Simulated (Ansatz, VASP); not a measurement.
**Si: VASP beside Ansatz**

```
Si
1.0
    -3.31800    3.31800    3.31800
     3.31800   -3.31800    3.31800
     3.31800    3.31800   -3.31800
Si
8
Direct
  0.20060 0.20060 0.20060
  0.50000 0.00000 0.29940
  0.29940 0.50000 0.00000
  0.00000 0.29940 0.50000
  0.79940 0.79940 0.79940
  0.50000 0.00000 0.70060
  0.70060 0.50000 0.00000
  0.00000 0.70060 0.50000
```

This isn't the form of Si at room conditions, which is diamond.

Alike in both runs: task relaxation of cell and atoms; functional BLYP; k mesh 4 × 4 × 4; occupations fermi-dirac, width 0.05 eV; no spin polarisation.

|  | VASP | Ansatz |
| --- | --- | --- |
| version | VASP 6.6.1 | Ansatz 0.2.0 |
| potentials or method | VASP PAW PBE potentials, release 64 (Si) | plane waves (420 eV) with PAW, scalar-relativistic |
| plane-wave cutoff (eV) | 600 | 420 |
| valence electrons in the cell | 32 | 32 |

VASP gave:

- relaxed volume (Å³/atom): 19.56
- relaxed cell length with the largest relative difference (Å): 5.880
- energy change over the relaxation (meV/atom): -22

**Question.** Estimate Ansatz's values.

**Answer.** Relaxed volume (Å³/atom): 19.52; relaxed cell length with the largest relative difference (Å): 5.876; energy change over the relaxation (meV/atom): -21.

Caveats: the PAW data sets were made with another functional, which shifts forces and pressure a little (VASP). BLYP gives volumes clearly too large for solids. Zero-point motion and thermal expansion aren't in these numbers.
